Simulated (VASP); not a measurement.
# Al32H (a cell with a defect) in VASP: further runs

The runs below take Al32H (a cell with a defect) through single point, with PBE+D3(BJ).

Everything below comes from runs of VASP 6.6.1. Logs are shortened: lines on timing, memory, paths and dates and some standing lists are left out, and cuts for length are marked.

**1. Starting point**

The cell holds a defect, 33 atoms: a = 8.100 Å, b = 8.100 Å, c = 8.100 Å, α = 90.00°, β = 90.00°, γ = 90.00°.

The cell was built by a generator and needn't be a form met in nature.

**2. Single point, PBE+D3(BJ)**

Contents of INCAR:

```
SYSTEM = Al32H
  PREC = Accurate
  ENCUT = 520
  EDIFF = 1E-6
  ISMEAR = 0
  SIGMA = 0.15
  LREAL = Auto
  LASPH = .TRUE.
  NELM = 100
  ALGO = Fast
  ISIF = 2
  LWAVE = .FALSE.
  LCHARG = .FALSE.
  GGA = PE
  IVDW = 12
  NBANDS = 70
```

Contents of KPOINTS:

```
regular mesh
0
G
  2 2 2
  0 0 0
```

Contents of POSCAR:

```
Al32H
1.0
    8.1000000000      0.0000000000      0.0000000000
    0.0000000000      8.1000000000      0.0000000000
    0.0000000000      0.0000000000      8.1000000000
Al H
32 1
Direct
    0.5009127193     -0.0009134330      0.0009136287
    0.7499845944      0.2499982930      0.0005505408
    0.7499887420      0.0044707989      0.2500055405
   -0.0009165471     -0.0009152210      0.0009161524
    0.2499984218      0.2500003737      0.0000997791
    0.5009129306      0.5009138060      0.0009139827
    0.7499888322      0.7500005947     -0.0045276178
    0.2500274361     -0.0005289331      0.2500074888
    0.5004958870      0.2499981219      0.2500072994
    0.7499887674      0.4955148963      0.2500055272
    0.5009103648     -0.0009105003      0.4990893779
    0.7499849863      0.2499981785      0.4994856708
    0.7499848144     -0.0005295162      0.7499864091
   -0.0009165427      0.5009153766      0.0009160933
    0.2500265699      0.7500008745      0.0005497819
   -0.0005686458      0.2499983425      0.2500076906
    0.2500272157      0.5005342439      0.2500075138
    0.4956159444      0.7500006190      0.2500056185
   -0.0009156655     -0.0009150345      0.4990853842
    0.2499977960      0.2500004146      0.4999088020
    0.5009107781      0.5009109804      0.4990889205
    0.7499886755      0.7500006079      0.5044301389
    0.2499980668     -0.0000949204      0.7500010356
    0.5000862808      0.2500004378      0.7500013345
    0.7499847660      0.5005348245      0.7499865222
    0.0045799246      0.7500005930      0.2500054596
   -0.0009158665      0.5009153024      0.4990853331
    0.2500280715      0.7500008521      0.4994864534
   -0.0001035109      0.2500003537      0.7500007066
    0.2499981509      0.5000961780      0.7500009932
    0.5004956891      0.7500008384      0.7499857202
   -0.0005684621      0.7500008872      0.7499872206
    0.7514266151      0.7498958691      0.2492898976
```

Potentials or basis: VASP PAW PBE potentials, release 64 (Al, H).

Started as:

```console
> cat potpaw_PBE.64/Al/POTCAR potpaw_PBE.64/H/POTCAR > POTCAR
> mpirun -np 1 vasp_std > vasp.out
```

OUTCAR:

```text
SYSTEM = Al32H
   PREC = Accurate
   ENCUT = 520
   EDIFF = 1E-6
   ISMEAR = 0
   LREAL = Auto
   LASPH = .TRUE.
   NELM = 100
   ISIF = 2
   GGA = PE
   IVDW = 12
 IVDW          = 12

 ion  position               nearest neighbor table
   1  0.501  0.999  0.001-   7 2.85   3 2.85  18 2.85  15 2.86   8 2.86   2 2.86  13 2.86   9 2.86
                            31 2.86  24 2.87  23 2.87   5 2.87
   2  0.750  0.250  0.001-  10 2.84   3 2.84  16 2.86   9 2.86   1 2.86   6 2.86   4 2.86  14 2.86
                            24 2.87  29 2.87  13 2.87  25 2.87
   3  0.750  0.004  0.250-  33 2.06  16 2.84   2 2.84  12 2.84   9 2.84  11 2.85   1 2.85  19 2.85
                             4 2.85  18 2.91  22 2.91   7 2.92  26 2.92
   4  0.999  0.999  0.001-  26 2.85   7 2.85   3 2.85  16 2.86   2 2.86  32 2.86  15 2.86  13 2.86
                             8 2.86  23 2.87   5 2.87  29 2.87
   5  0.250  0.250  0.000-  24 2.86  23 2.86  30 2.86  29 2.86   9 2.87   8 2.87  17 2.87  16 2.87
                             6 2.87   1 2.87  14 2.87   4 2.87
   6  0.501  0.501  0.001-   7 2.85  10 2.85  18 2.85  15 2.86  17 2.86   2 2.86  25 2.86   9 2.86
                            31 2.86  24 2.87  30 2.87   5 2.87
   7  0.750  0.750  0.995-  33 2.06  32 2.83  25 2.83  13 2.83  31 2.84   1 2.85   6 2.85   4 2.85
                            14 2.85  18 2.91   3 2.92  10 2.92  26 2.92
   8  0.250  0.999  0.250-  26 2.83  18 2.84  15 2.86  28 2.86  11 2.86   1 2.86  19 2.86   4 2.86
                            20 2.87   5 2.87   9 2.87  16 2.87
   9  0.500  0.250  0.250-  10 2.84   3 2.84   2 2.86  12 2.86  11 2.86  21 2.86   1 2.86   6 2.86
[... 32 lines left out ...]
                            24 2.87  29 2.87  12 2.87   2 2.87
  26  0.005  0.750  0.250-  33 2.05  15 2.83  17 2.83   8 2.83  28 2.83  19 2.85  27 2.85   4 2.85
                            14 2.85  22 2.92   3 2.92  10 2.92   7 2.92
  27  0.999  0.501  0.499-  26 2.85  10 2.85  22 2.85  32 2.86  16 2.86  25 2.86  12 2.86  17 2.86
                            28 2.86  20 2.87  30 2.87  29 2.87
  28  0.250  0.750  0.499-  26 2.83  18 2.84  17 2.86   8 2.86  11 2.86  21 2.86  19 2.86  27 2.86
                            23 2.87  30 2.87  31 2.87  32 2.87
  29  1.000  0.250  0.750-  20 2.86  23 2.86  30 2.86   5 2.86  12 2.87  13 2.87  25 2.87   2 2.87
                            27 2.87  14 2.87  19 2.87   4 2.87
  30  0.250  0.500  0.750-  24 2.86  20 2.86   5 2.86  29 2.86  31 2.87  28 2.87  15 2.87  32 2.87
                            21 2.87   6 2.87  27 2.87  14 2.87
  31  0.500  0.750  0.750-   7 2.84  22 2.84  25 2.86  13 2.86  11 2.86  21 2.86   1 2.86   6 2.86
                            23 2.87  30 2.87  28 2.87  15 2.87
  32  0.999  0.750  0.750-   7 2.83  22 2.84  25 2.86  13 2.86  19 2.86  27 2.86   4 2.86  14 2.86
                            23 2.87  30 2.87  28 2.87  15 2.87
  33  0.751  0.750  0.249-  26 2.05   7 2.06  10 2.06   3 2.06  22 2.07  18 2.07

  LATTYP: Found a simple cubic cell.
 ALAT       =     8.1000000000

  Lattice vectors:

 A1 = (   8.1000000000,   0.0000000000,   0.0000000000)
 A2 = (   0.0000000000,   8.1000000000,   0.0000000000)
 A3 = (   0.0000000000,   0.0000000000,   8.1000000000)

Analysis of symmetry for initial positions (statically):
=====================================================================
 Subroutine PRICEL returns:
 Original cell was already a primitive cell.

 Routine SETGRP: Setting up the symmetry group for a
 simple cubic supercell.

 Subroutine GETGRP returns: Found  1 space group operations
 (whereof  1 operations were pure point group operations)
 out of a pool of 48 trial point group operations.

The static configuration has the point symmetry C_1 .

Analysis of symmetry for dynamics (positions and initial velocities):
=====================================================================
 Subroutine PRICEL returns:
 Original cell was already a primitive cell.

 Routine SETGRP: Setting up the symmetry group for a
 simple cubic supercell.

 Subroutine GETGRP returns: Found  1 space group operations
 (whereof  1 operations were pure point group operations)
 out of a pool of 48 trial point group operations.

The dynamic configuration has the point symmetry C_1 .

 Subroutine INISYM returns: Found  1 space group operations
 (whereof  1 operations are pure point group operations),
 and found     1 'primitive' translations

----------------------------------------------------------------------------------------

                                     Primitive cell

  volume of cell :     531.4410

  direct lattice vectors                    reciprocal lattice vectors
     8.100000000  0.000000000  0.000000000     0.123456790  0.000000000  0.000000000
     0.000000000  8.100000000  0.000000000     0.000000000  0.123456790  0.000000000
[... 89 lines left out ...]
     0.000000000  0.000000000  0.061728395     0.000000000  0.000000000  0.500000000

  Length of vectors
     0.061728395  0.061728395  0.061728395

  Shift w.r.t. Gamma in fractional coordinates (k-lattice)
     0.000000000  0.000000000  0.000000000

 Subroutine IBZKPT returns following result:
 ===========================================

 Found      8 irreducible k-points:

 Following reciprocal coordinates:
            Coordinates               Weight
  0.000000  0.000000  0.000000      1.000000
  0.500000  0.000000  0.000000      1.000000
  0.000000  0.500000  0.000000      1.000000
  0.000000  0.000000  0.500000      1.000000
  0.500000  0.500000  0.000000      1.000000
  0.000000  0.500000  0.500000      1.000000
  0.500000  0.000000  0.500000      1.000000
  0.500000  0.500000  0.500000      1.000000
   k-points           NKPTS =      8   k-points in BZ     NKDIM =      8   number of bands    NBANDS=     70
   number of dos      NEDOS =    301   number of ions     NIONS =     33
   total plane-waves  NPLWV = 216000
   dimension x,y,z NGX =    60 NGY =   60 NGZ =   60
   dimension x,y,z NGXF=   120 NGYF=  120 NGZF=  120
   ions per type =              32   1
   NGX,Y,Z   is equivalent  to a cutoff of  12.31, 12.31, 12.31 a.u.
   NGXF,Y,Z  is equivalent  to a cutoff of  24.63, 24.63, 24.63 a.u.
 SYSTEM =  Al32H
   PREC   = accura    normal or accurate (medium, high low for compatibility)
   ISTART =      0    job   : 0-new  1-cont  2-samecut
   ICHARG =      2    charge: 1-file 2-atom 10-const
   ISPIN  =      1    spin polarized calculation?
   LNONCOLLINEAR =      F non collinear calculations
   LSORBIT =      F    spin-orbit coupling
   LASPH  =      T    aspherical Exc in radial PAW
   ENCUT  =  520.0 eV  38.22 Ry    6.18 a.u.  15.06 15.06 15.06*2*pi/ulx,y,z
   NELM   =    100;   NELMIN=  2; NELMDL= -5     # of ELM steps
   EDIFF  = 0.1E-05   stopping-criterion for ELM
   LREAL  =      T    real-space projection
   EDIFFG = 0.1E-04   stopping-criterion for IOM
   NSW    =      0    number of steps for IOM
   IBRION =     -1    ionic relax: 0-MD 1-quasi-New 2-CG
   NFREE  =      0    steps in history (QN), initial steepest desc. (CG)
   ISIF   =      2    stress and relaxation
   ISYM   =      2    0-nonsym 1-usesym 2-fastsym
   POTIM  = 0.5000    time-step for ionic-motion
   TEBEG  =    0.0;   TEEND  =   0.0 temperature during run
   PSTRESS=    0.0 pullay stress
   NELECT =      97.0000    total number of electrons
   NUPDOWN=      -1.0000    fix difference up-down
   EMIN   =  10.00;   EMAX   =-10.00  energy-range for DOS
   EFERMI =   0.00;   METHOD = LEGACY
   ISMEAR =     0;   SIGMA  =   0.15  broadening in eV -4-tet -1-fermi 0-gaus
   EFERMI_NEDOS =   21; number of points for ismear=-14 and -15
   IALGO  =     68    algorithm
   IMIX   =      4    mixing-type and parameters
     AMIX     =   0.40;   BMIX     =  1.00
     AMIX_MAG =   1.60;   BMIX_MAG =  1.00
  volume/ion in A,a.u.               =      16.10       108.68
  Fermi-wavevector in a.u.,A,eV,Ry     =   0.928639  1.754874 11.733269  0.862371
  Thomas-Fermi vector in A             =   2.054837
   LORBIT       =      0    0 simple, 1 ext, 2 COOP (PROOUT), +10 PAW based schemes
   GGA     = PE    functional components
   LHFCALC =     F    Hartree Fock is set to
   AEXX    =    0.0000 exact exchange contribution
   IVDW    =    12    specifies the selected vdW correction
   LEPSILON=     F    determine dielectric tensor
   LRPA    =     F    only Hartree local field effects (RPA)
 non-spin polarized calculation
 RMM-DIIS sequential band-by-band and
 Gauss-broadening in eV      SIGMA  =   0.15
  energy-cutoff  :      520.00
  volume of cell :      531.44
 maximum number of plane-waves:     14400
   NGX = 31   NGY = 31   NGZ = 31

 number of electron      96.9999998 magnetization

 Free energy of the ion-electron system (eV)
  ---------------------------------------------------
  ext. energy  EPLUGINS =         0.00000000
  ---------------------------------------------------
  free energy    TOTEN  =      -122.50103593 eV

  energy without entropy =     -122.19471914  energy(sigma->0) =     -122.34787754

 E-fermi :   7.6169     XC(G=0): -10.1960

 val. band max:        7.5836751514   @ k =   0.5000   0.0000   0.0000
 cond. band min:       7.6351413062   @ k =   0.5000   0.0000   0.0000
 fundamental gap:      0.0514661548
 Fermi energy:         7.6168639024

 k-point     1 :       0.0000    0.0000    0.0000
  band No.  band energies     occupation
      1      -3.2946      2.00000
      2      -1.6711      2.00000
      3      -0.9151      2.00000
      4      -0.9151      2.00000
      5      -0.9001      2.00000
      6      -0.9001      2.00000
[... 493 lines left out ...]
     59      11.3123      0.00000
     60      11.3139      0.00000
 [bands above 60 left out]

------------------------ aborting loop because EDIFF is reached ----------------------------------------

 Edisp (eV)  -10.83378

 E8    (eV) :    -4.8239

  FORCE on cell =-STRESS in cart. coord.  units (eV):
  Direction    XX          YY          ZZ          XY          YZ          ZX
  --------------------------------------------------------------------------------------
  -------------------------------------------------------------------------------------
  Total     -10.84578   -10.84899   -10.84755     0.00057    -0.00023     0.00035
  in kB     -32.69765   -32.70730   -32.70296     0.00172    -0.00069     0.00106
  external pressure =      -32.70 kB  Pullay stress =        0.00 kB

 VOLUME and BASIS-vectors are now :
 -----------------------------------------------------------------------------
  energy-cutoff  :      520.00
  volume of cell :      531.44
      direct lattice vectors                 reciprocal lattice vectors
     8.100000000  0.000000000  0.000000000     0.123456790  0.000000000  0.000000000
     0.000000000  8.100000000  0.000000000     0.000000000  0.123456790  0.000000000
     0.000000000  0.000000000  8.100000000     0.000000000  0.000000000  0.123456790

 POSITION                                       TOTAL-FORCE (eV/Angst)
 -----------------------------------------------------------------------------------
      4.05739      8.09260      0.00740         0.011474     -0.011348      0.011367
      6.07488      2.02499      0.00446        -0.000106      0.000062     -0.001250
      6.07491      0.03621      2.02504        -0.000840      0.005043      0.000402
      8.09258      8.09259      0.00742        -0.011108     -0.011164      0.011184
      2.02499      2.02500      0.00081         0.000028      0.000042     -0.018006
      4.05739      4.05740      0.00740         0.011461      0.011424      0.011352
[... 25 lines left out ...]
      8.09540      6.07501      6.07490         0.001584      0.000070      0.000146
      6.08656      6.07416      2.01925        -0.005944      0.000488      0.002950
 -----------------------------------------------------------------------------------
    total drift:                                0.000170     -0.001734     -0.001142

  FREE ENERGIE OF THE ION-ELECTRON SYSTEM (eV)
  ---------------------------------------------------
  free  energy   TOTEN  =      -133.3348204821 eV

  energy  without entropy=     -133.0285036858  energy(sigma->0) =     -133.18166208
```

Wall time 10 min (1 thread of Intel Xeon Platinum 8488C (Sapphire Rapids), shared host); peak memory 0.56 GiB.

What came out:

```
Free energy                : -133.3348 eV
Pressure                   : -3.3 GPa
Largest force              : 0.020 eV/Å
Band gap on the k mesh     : none (metal or under the smearing width)
Dispersion energy per atom : -0.328 eV
```

Forces in eV/Å, atoms in the order of the input:
```
Al   0.011 -0.011  0.011
Al   0.000  0.000 -0.001
Al  -0.001  0.005  0.000
Al  -0.011 -0.011  0.011
Al   0.000  0.000 -0.018
Al   0.011  0.011  0.011
Al   0.000  0.000 -0.008
Al   0.000  0.002  0.000
Al  -0.001  0.000  0.000
Al   0.000 -0.007  0.000
Al   0.012 -0.011 -0.011
Al   0.000  0.000  0.001
Al   0.000  0.001  0.000
Al  -0.011  0.011  0.011
Al   0.000  0.000 -0.002
Al   0.002  0.000  0.000
Al   0.000 -0.001  0.000
Al  -0.002  0.000  0.000
Al  -0.011 -0.011 -0.011
Al   0.000  0.000  0.018
Al   0.012  0.012 -0.011
Al   0.000  0.000  0.003
Al   0.000  0.018  0.000
Al  -0.018  0.000  0.000
Al   0.000 -0.001  0.000
Al   0.009  0.000  0.000
Al  -0.011  0.011 -0.011
Al   0.000  0.000  0.001
Al   0.018  0.000  0.000
Al   0.000 -0.018  0.000
Al  -0.001  0.000  0.000
Al   0.002  0.000  0.000
H   -0.006  0.000  0.003
```

Caveat: the k mesh is coarse (spacing up to 0.39 Å⁻¹), so the values aren't converged.

(Part 1 of 2 ends here.)
